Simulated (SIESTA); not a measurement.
Li2Se:

```
Se Li
1.0
     0.00000    3.00250    3.00250
     3.00250    0.00000    3.00250
     3.00250    3.00250    0.00000
Se Li
1 2
Direct
  0.00000 0.00000 0.00000
  0.75000 0.75000 0.75000
  0.25000 0.25000 0.25000
```

Base run:

* Program: SIESTA 5.4.2
* Functional: PBEsol
* Potentials or basis: PseudoDojo 0.4 standard (PBEsol files)
* Basis: DZP (energy shift 0.003 Ry; two zetas on semicore shells)
* Grid cutoff: 800 Ry
* Energy shift: 0.003 Ry
* k mesh: 8 × 8 × 8
* Occupations: fermi-dirac, width 0.05 eV
* Spin: no spin polarisation

Its results: band gap on the k mesh 2.99 eV, indirect (least direct gap 3.31 eV); pressure -0.5 GPa.

Q: The run is repeated on the same cell with these changes: functional from PBEsol to AM05. What comes out?

A: Band gap on the k mesh 3.06 eV, indirect (least direct gap 3.38 eV); pressure 0.0 GPa.

Caveats: the basis of atomic orbitals isn't converged, which shifts pressures, moduli and gaps; the potentials were made for another functional, which shifts forces and pressure (some runs).

Not every run made on this cell is shown here.
